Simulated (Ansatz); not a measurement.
# LiH: a single-point run

Aim: a sound single-point run of LiH. The structure is shown as the input types it. The cell is built on a prototype (wurtzite) and needn't be the phase found in nature.

Method: density functional or hybrid calculation with the settings of its input, plane waves (as first typed), in Ansatz 0.2.0.

2 further runs of the same task are left out: 1 for a known fault of the program, 1 that didn't finish.

### Step 1. Starting point

Symmetry: P6_3/mmc, No. 194, hexagonal system. The conventional cell has a = 3.256 Å, b = 3.256 Å, c = 4.068 Å, α = 90.00°, β = 90.00°, γ = 120.00°. Li (site symmetry -6m2) has 5 H at 1.88 to 2.03 Å as nearest neighbours. Around H (site symmetry -6m2) lie 5 Li at 1.88 to 2.03 Å.

As a file:

```xyz
4
Lattice="3.2558 0.0000 0.0000 -1.6279 2.8196 0.0000 0.0000 0.0000 4.0684" Properties=species:S:1:pos:R:3 pbc="T T T"
Li    0.0000    1.8798   -0.2543
Li    1.6279    0.9399    1.7799
H     0.0000    1.8798    1.7800
H     1.6279    0.9399    3.8142
```

### Step 2. The calculation

Contents of input.yaml:

```yaml
crystal:
  lattice:
    - [3.2558267816, 0.0, 0.0]
    - [-1.6279133908, 2.8196287032, 0.0]
    - [0.0, 0.0, 4.0684446705]
  atoms:
    - { symbol: Li, position: [0.3333333333, 0.6666666667, -0.0625092883] }
    - { symbol: Li, position: [0.6666666667, 0.3333333333, 0.4374907117] }
    - { symbol: H, position: [0.3333333333, 0.6666666667, 0.4375092883] }
    - { symbol: H, position: [0.6666666667, 0.3333333333, 0.9375092883] }
kpoints:
  mp_grid: { grid: [6, 6, 4] }
hamiltonian:
  xc: r2scan
scf:
  occupations: { method: methfessel_paxton, width: 1.5 }
  n_extra_bands: 5
output:
  forces: true
  stress: true
  eigenvalues: true
```

Command:

```sh
$ ansatz run input.yaml --threads 4 --pin off --max-ram 3686MiB --backend cpu --events-out ev --progress --plain --runs-dir out
```

Q: Will this input give a usable result? If not, why, and what should change?

The run converged and reported no error, with warnings (structure snapped to symmetry). Its log warns: «the atoms were moved onto the symmetric positions of the space group found under crystal.symmetry.tolerance 1.0e-5 (fractional; no operation is sought that the atoms ...»

The suspect setting: scf.occupations.method is methfessel_paxton; scf.occupations.width is 1.5. The width is far wider than usual, so occupations near the Fermi level are blurred and the entropy term grows.

Run again and compare: delete scf.occupations.width (the default then holds) and set scf.occupations.method to fixed.
